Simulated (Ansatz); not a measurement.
Data:

BaSnO3 (cubic perovskite)

```
BaSnO3
1.0
    4.13130     0.00000     0.00000
    0.00000     4.13130     0.00000
    0.00000     0.00000     4.13130
Ba Sn O
1 1 3
Direct
  0.00000   0.00000   0.00000
  0.50000   0.50000   0.50000
  0.00000   0.50000   0.50000
  0.50000   0.50000   0.00000
  0.50000   0.00000   0.50000
```

The volume is varied about the relaxed value V₀ at fixed cell shape. Symmetry pins the atoms to their sites.

Method: r2SCAN (plane waves to 500 eV, PAW, scalar-relativistic; Ansatz, a program for electronic structure). k mesh 8×8×8 (Γ-centred), Fermi-Dirac smearing 0.05 eV. E stands for the smeared free energy. Stress and pressure are positive under compression. BaSnO3 was relaxed with its symmetry unable to fall. ΔE is measured from the relaxed starting cell.

The scan covers V/V₀ from 0.900 to 1.100 in 13 points.

Question: What is ΔE at V/V₀ = 1.100?

Answer: 57.9 meV/atom.

Question: What pressure does the cell carry at V/V₀ = 0.900?

Answer: 21.4 GPa.

Question: What is ΔE at V/V₀ = 0.900?

Answer: 85.2 meV/atom.

(A scan under strain: stresses follow from slopes of the energy per volume, elastic moduli from its curvatures.)
